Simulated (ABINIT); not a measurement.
# Ti (Im-3m) in ABINIT: further runs

The runs below take Ti through equation of state, band structure, with AM05+D4, BP86+D4, PBEsol+D3, SCAN, PBE+D4.

All numbers are computed with ABINIT 10.8.3 (patched build); they aren't measurements. Logs are shortened: lines on timing, memory, paths and dates and some standing lists are left out, and cuts for length are marked. The log counts tension as positive stress, the text compression.

### Step 1. The structure

The structure is cubic, space group Im-3m (No. 229). Conventional cell: a = 3.282 Å, b = 3.282 Å, c = 3.282 Å, α = 90.00°, β = 90.00°, γ = 90.00°. Ti (site symmetry m-3m) has 8 Ti at 2.84 Å as nearest neighbours.

This isn't the form of Ti at room conditions, which is hcp.

### Step 2. Equation of state, AM05+D4

Input file run.py:

```python
import json, os
import numpy as np
from ase.eos import EquationOfState
from ase.units import GPa
from ase.calculators.mixing import SumCalculator
from dftd4.ase import DFTD4
from ase.calculators.abinit import Abinit, AbinitProfile
from ase import Atoms

atoms = Atoms(['Ti'],
              cell=[[-1.641, 1.641, 1.641], [1.641, -1.641, 1.641], [1.641, 1.641, -1.641]],
              scaled_positions=[[0.0, 0.0, 0.0]],
              pbc=True)

profile = AbinitProfile(command='abinit', pp_paths=[os.path.abspath('pseudos')])
params = dict(
    pps='pawxml', xc='PBE',
    ecut=408.1708,
    pawecutdg=816.3416,
    kptopt=1,
    ngkpt=[11, 11, 11],
    nshiftk=1,
    shiftk=[0.0, 0.0, 0.0],
    ixc=-120135,
    nband=10,
    occopt=3,
    tsmear=0.05,
    nstep=100,
    tolvrs=1e-09,
    prtwf=0,
    prtden=0,
)

cell0 = atoms.cell.copy()
volumes, energies = [], []
for i, x in enumerate([0.94, 0.96, 0.98, 1.0, 1.02, 1.04, 1.06]):
    atoms.set_cell(cell0 * x ** (1 / 3), scale_atoms=True)
    atoms.calc = SumCalculator([Abinit(profile=profile, directory=f'v{i}', **params), DFTD4(method='am05')])
    volumes.append(atoms.get_volume() / len(atoms))
    dft, disp = atoms.calc.mixer.calcs
    energies.append((dft.get_property('free_energy', atoms) + disp.get_property('energy', atoms)) / len(atoms))
    print(f'{x:5.2f} {volumes[-1]:10.5f} A^3/atom {energies[-1]:14.6f} eV/atom', flush=True)
    json.dump(dict(volumes=volumes, energies=energies), open('results.json', 'w'))
v0, e0, b0 = EquationOfState(volumes, energies, eos='vinet').fit()
print(f'V0 {v0:.4f} A^3/atom  E0 {e0:.6f} eV/atom  B0 {b0 / GPa:.2f} GPa')
```

Potentials or basis: JTH PAW PBE v2.0.

The run is started by

```sh
python run.py
```

Log:

```text
0.94   16.61551 A^3/atom   -1593.358988 eV/atom
 0.96   16.96903 A^3/atom   -1593.354027 eV/atom
 0.98   17.32255 A^3/atom   -1593.343998 eV/atom
 1.00   17.67607 A^3/atom   -1593.329809 eV/atom
 1.02   18.02959 A^3/atom   -1593.311981 eV/atom
 1.04   18.38311 A^3/atom   -1593.290775 eV/atom
 1.06   18.73664 A^3/atom   -1593.266133 eV/atom
V0 16.4431 A^3/atom  E0 -1593.359685 eV/atom  B0 116.13 GPa
```

abinit.in:

```text
ecut 408.1708 eV
ixc -120135
kptopt 1
natom 1
nband 10
ngkpt
11 11 11
nshiftk 1
nsppol 1
nstep 100
occopt 3
pawecutdg 816.3416 eV
prtden 0
prtwf 0
shiftk
0.0 0.0 0.0
tolvrs 1e-09
tsmear 0.05 eV
#Definition of the unit cell
acell
1.00000000000000 1.00000000000000 1.00000000000000 Angstrom
rprim
-1.67318464159486 1.67318464159486 1.67318464159486
1.67318464159486 -1.67318464159486 1.67318464159486
1.67318464159486 1.67318464159486 -1.67318464159486
chkprim 0 # Allow non-primitive cells
#Definition of the atom types
ntypat 1
znucl 22
#Enumerate different atomic species
typat
 1
pseudos "./pseudos/Ti.GGA_PBE-JTH.xml"
#Definition of the atoms
xcart
0.00000000000000 0.00000000000000 0.00000000000000
chkexit 1 # abinit.exit file in the running directory terminates after the current SCF
```

abinit.abo:

```text
.Version 10.8.3 of ABINIT
 Symmetries : space group Im -3 m (#229); Bravais cI (body-center cubic)
================================================================================
 Values of the parameters that define the memory need of the present run
     intxc =       0    ionmov =       0      iscf =      17    lmnmax =      18
     lnmax =       6     mgfft =      20  mpssoang =       3    mqgrid =    3001
     natom =       1  nloc_mem =       2    nspden =       1   nspinor =       1
    nsppol =       1      nsym =      48    n1xccc =       1    ntypat =       1
    occopt =       3   xclevel =       2
       mpw =         370          nfft =        8000          nkpt =          56
 PAW method is used; the additional fine FFT grid is defined by:
   mgfftf=        30    nfftf =     27000
================================================================================
================================================================================

--------------------------------------------------------------------------------
------------- Echo of variables that govern the present computation ------------
--------------------------------------------------------------------------------
 -outvars: echo values of preprocessed input variables --------
            acell      1.8897261259E+00  1.8897261259E+00  1.8897261259E+00 Bohr
              amu      4.78800000E+01
          chkexit           1
          chkprim           0
             ecut      1.50000002E+01 Hartree
                       outvar_i_n : Printing only first  50 k-points.
              ixc     -120135
                       outvar_i_n : Printing only first  50 k-points.
         kptrlatt       11    0    0      0   11    0      0    0   11
          kptrlen      6.02415378E+01
            natom           1
            nband          10
            ngfft          20      20      20
          ngfftdg          30      30      30
             nkpt          56
            nstep         100
             nsym          48
           ntypat           1
                       prtocc : prtvol=0, do not print more k-points.
           occopt           3
        pawecutdg      3.00000005E+01 Hartree
         pawxcdev           0
           prtden           0
            prtwf           0
            rprim     -1.6731846416E+00  1.6731846416E+00  1.6731846416E+00
                       1.6731846416E+00 -1.6731846416E+00  1.6731846416E+00
                       1.6731846416E+00  1.6731846416E+00 -1.6731846416E+00
          spgroup         229
           tolvrs      1.00000000E-09
           tsmear      1.83746611E-03 Hartree
            typat      1
           useylm           1
                       outvars : Printing only first  50 k-points.
            znucl       22.00000

================================================================================

 chkinp: Checking input parameters for consistency.

================================================================================
== DATASET  1 ==================================================================

--- !DatasetInfo
iteration_state: {dtset: 1, }
dimensions: {natom: 1, nkpt: 56, mband: 10, nsppol: 1, nspinor: 1, nspden: 1, mpw: 370, }
cutoff_energies: {ecut:  15.0, pawecutdg:  30.0, }
electrons: {nelect:   1.20000000E+01, charge:   0.00000000E+00, occopt:   3.00000000E+00, tsmear:   1.83746611E-03, }
meta: {optdriver: 0, ionmov: 0, optcell: 0, iscf: 17, paral_kgb: 0, }
...

 Real(R)+Recip(G) space primitive vectors, cartesian coordinates (Bohr,Bohr^-1):
 R(1)= -3.1618607  3.1618607  3.1618607  G(1)=  0.0000000  0.1581347  0.1581347
 R(2)=  3.1618607 -3.1618607  3.1618607  G(2)=  0.1581347  0.0000000  0.1581347
 R(3)=  3.1618607  3.1618607 -3.1618607  G(3)=  0.1581347  0.1581347  0.0000000
 Unit cell volume ucvol=  1.2644108E+02 bohr^3
 Angles (23,13,12)=  1.09471221E+02  1.09471221E+02  1.09471221E+02 degrees

 Coarse grid specifications (used for wave-functions):

 getcut: wavevector=  0.0000  0.0000  0.0000  ngfft=  20  20  20
         ecut(hartree)=     15.000   => boxcut(ratio)=   2.09990

 Fine grid specifications (used for densities):

 getcut: wavevector=  0.0000  0.0000  0.0000  ngfft=  30  30  30
         ecut(hartree)=     30.000   => boxcut(ratio)=   2.22173

 getcut : COMMENT -
  Note that boxcut > 2.2 ; recall that boxcut=Gcut(box)/Gcut(sphere) = 2
  is sufficient for exact treatment of convolution.
  Such a large boxcut is a waste : you could raise ecut
  e.g. ecut=   37.020778 Hartrees makes boxcut=2

--- Pseudopotential description ------------------------------------------------
- pspini: atom type   1  psp file is <dir>
 Pseudopotential format is: paw10
 basis_size (lnmax)=  6 (lmn_size= 18), orbitals=   0   0   1   1   2   2
 Spheres core radius: rc_sph= 2.30802695
 Shapefunction is BESSEL type: shapef(r,l)=aa(1,l)*jl(q(1,l)*r)+aa(2,l)*jl(q(2,l)*r)
 Radius for shape functions =  2.01037111
 Compensation charge density is not taken into account in XC energy/potential

   3.05946380E+02                                ecore*ucvol(ha*bohr**3)
--------------------------------------------------------------------------------

[... 7 lines left out ...]

     iter   Etot(hartree)      deltaE(h)  residm     nres2
 ETOT  1  -57.769976491655    -5.777E+01 7.202E+00 6.686E+00
 ETOT  2  -58.549259292448    -7.793E-01 7.199E-02 6.663E-01
 ETOT  3  -58.548113478863     1.146E-03 2.596E-02 2.751E-01
 ETOT  4  -58.547397518921     7.160E-04 6.703E-03 6.244E-03
 ETOT  5  -58.547437598459    -4.008E-05 2.597E-03 2.985E-05
 ETOT  6  -58.547438381607    -7.831E-07 8.372E-04 5.002E-05
 ETOT  7  -58.547438195467     1.861E-07 5.361E-05 2.074E-08
 ETOT  8  -58.547438198839    -3.371E-09 8.133E-05 2.531E-08
 ETOT  9  -58.547438198779     5.975E-11 1.288E-05 2.930E-09
 ETOT 10  -58.547438198774     5.009E-12 7.714E-06 3.078E-10

 At SCF step   10       nres2   =  3.08E-10 < tolvrs=  1.00E-09 =>converged.

 Cartesian components of stress tensor (hartree/bohr^3)
  sigma(1 1)=  3.70974212E-04  sigma(3 2)=  0.00000000E+00
  sigma(2 2)=  3.70974212E-04  sigma(3 1)=  0.00000000E+00
  sigma(3 3)=  3.70974212E-04  sigma(2 1)=  0.00000000E+00

--- !ResultsGS
iteration_state: {dtset: 1, }
comment   : Summary of ground state results
lattice_vectors:
- [ -3.1618607,   3.1618607,   3.1618607, ]
- [  3.1618607,  -3.1618607,   3.1618607, ]
- [  3.1618607,   3.1618607,  -3.1618607, ]
lattice_lengths: [   5.47650,    5.47650,    5.47650, ]
lattice_angles: [109.471, 109.471, 109.471, ] # degrees, (23, 13, 12)
lattice_volume:   1.2644108E+02
convergence: {deltae:  5.009E-12, res2:  3.078E-10, residm:  7.714E-06, diffor: null, }
etotal    :  -5.85474382E+01
entropy   :   0.00000000E+00
fermie    :   2.43127482E-01
cartesian_stress_tensor: # hartree/bohr^3
- [  3.70974212E-04,   0.00000000E+00,   0.00000000E+00, ]
- [  0.00000000E+00,   3.70974212E-04,   0.00000000E+00, ]
- [  0.00000000E+00,   0.00000000E+00,   3.70974212E-04, ]
pressure_GPa:  -1.0914E+01
xred      :
- [  0.0000E+00,   0.0000E+00,   0.0000E+00, Ti]
cartesian_forces: # hartree/bohr
- [ -0.00000000E+00,  -0.00000000E+00,  -0.00000000E+00, ]
force_length_stats: {min:   0.00000000E+00, max:   0.00000000E+00, mean:   0.00000000E+00, }
...

 Integrated electronic density in atomic spheres:
 ------------------------------------------------
 Atom  Sphere_radius  Integrated_density
    1        2.30803         10.09014660

================================================================================

 ----iterations are completed or convergence reached----

 Mean square residual over all n,k,spin=   26.356E-09; max=  77.141E-07
 reduced coordinates (array xred) for    1 atoms
       0.000000000000      0.000000000000      0.000000000000
 rms dE/dt=  0.0000E+00; max dE/dt=  0.0000E+00; dE/dt below (all hartree)
    1       0.000000000000      0.000000000000      0.000000000000

 cartesian coordinates (angstrom) at end:
    1      0.00000000000000     0.00000000000000     0.00000000000000

 cartesian forces (hartree/bohr) at end:
    1     -0.00000000000000    -0.00000000000000    -0.00000000000000
 frms,max,avg= 0.0000000E+00 0.0000000E+00   0.000E+00  0.000E+00  0.000E+00 h/b

 cartesian forces (eV/Angstrom) at end:
    1     -0.00000000000000    -0.00000000000000    -0.00000000000000
 frms,max,avg= 0.0000000E+00 0.0000000E+00   0.000E+00  0.000E+00  0.000E+00 e/A
 length scales=  1.889726125908  1.889726125908  1.889726125908 bohr
              =  1.000000000000  1.000000000000  1.000000000000 angstroms
 Fermi (or HOMO) energy (hartree) =   0.24313   Average Vxc (hartree)=  -0.39648
 Eigenvalues (hartree) for nkpt=  56  k points:
 kpt#   1, nband= 10, wtk=  0.00075, kpt=  0.0000  0.0000  0.0000 (reduced coord)
  -1.82655   -0.94842   -0.94842   -0.94842    0.03103    0.27716    0.27716    0.27716
   0.33633    0.33633
      occupation numbers for kpt#   1
   2.00000    2.00000    2.00000    2.00000    2.00000    0.00000    0.00000    0.00000
   0.00000    0.00000
 prteigrs : prtvol=0 or 1, do not print more k-points.

--- !EnergyTerms
iteration_state     : {dtset: 1, }
comment             : Components of total free energy in Hartree
kinetic             :  7.66929491753301E+00
hartree             :  1.19756248709829E+01
xc                  : -3.16458666541833E+00
Ewald energy        : -4.14352229086797E+01
psp_core            :  2.41967544239491E+00
local_psp           : -3.58608273209563E+01
PAW spherical_terms : -1.50490469638751E-01
internal            : -5.85465321337823E+01
'-kT*entropy'       : -9.05837164752940E-04
total_energy        : -5.85474379709470E+01
total_energy_eV     : -1.59315694834005E+03
...

--- !EnergyTermsDC
iteration_state     : {dtset: 1, }
comment             : '"Double-counting" decomposition of free energy'
band_energy         : -8.61045796076958E+00
Ewald energy        : -4.14352229086797E+01
psp_core            :  2.41967544239491E+00
xc_dc               : -1.15848853207451E+01
PAW spherical_terms :  6.64358386190227E-01
internal            : -5.85465323616092E+01
'-kT*entropy'       : -9.05837164752940E-04
total_energy_dc     : -5.85474381987740E+01
total_energy_dc_eV  : -1.59315695453954E+03
...

--- !EnergyTermsWithPAWCore
iteration_state     : {dtset: 1, }
comment             : 'Components of total free energy, including PAW core contributions'
Total energy        : -8.52123175967316E+02
Total energy DC     : -8.52123176195143E+02
Total energy (eV)   : -2.31874528703987E+04
Total energy DC (eV): -2.31874528765982E+04
...

 Cartesian components of stress tensor (hartree/bohr^3)
  sigma(1 1)=  3.70974212E-04  sigma(3 2)=  0.00000000E+00
  sigma(2 2)=  3.70974212E-04  sigma(3 1)=  0.00000000E+00
  sigma(3 3)=  3.70974212E-04  sigma(2 1)=  0.00000000E+00

-Cartesian components of stress tensor (GPa)         [Pressure= -1.0914E+01 GPa]
- sigma(1 1)=  1.09144381E+01  sigma(3 2)=  0.00000000E+00
- sigma(2 2)=  1.09144381E+01  sigma(3 1)=  0.00000000E+00
- sigma(3 3)=  1.09144381E+01  sigma(2 1)=  0.00000000E+00

== END DATASET(S) ==============================================================
================================================================================

 -outvars: echo values of variables after computation  --------
            acell      1.8897261259E+00  1.8897261259E+00  1.8897261259E+00 Bohr
           etotal     -5.8547438199E+01
            fcart     -0.0000000000E+00 -0.0000000000E+00 -0.0000000000E+00
            rprim     -1.6731846416E+00  1.6731846416E+00  1.6731846416E+00
                       1.6731846416E+00 -1.6731846416E+00  1.6731846416E+00
                       1.6731846416E+00  1.6731846416E+00 -1.6731846416E+00
           strten      3.7097421214E-04  3.7097421214E-04  3.7097421214E-04
                       0.0000000000E+00  0.0000000000E+00  0.0000000000E+00
 Calculation completed.
```

It took 78 s on 1 thread of Intel Xeon at 2.70GHz, shared host; peak memory 0.09 GiB.

Results:

- Equilibrium volume: 16.44 Å³/atom (rough: see the caveat)
- Bulk modulus: 117 GPa (rough)

Energy against volume, from the lowest point:
```csv
volume (Å³/atom),energy (meV/atom)
16.616,0.00
16.969,4.96
17.323,14.99
17.676,29.18
18.030,47.01
18.383,68.21
18.737,92.85
```

Caveat: pressures at fixed basis lie under the slope of the energies; the minimum lies outside the volumes run; the log and the count of SCF iterations are those of the last ABINIT call alone; the PAW data sets were made with another functional, which shifts forces and pressure a little.

(Continued in part 2 of 2.)
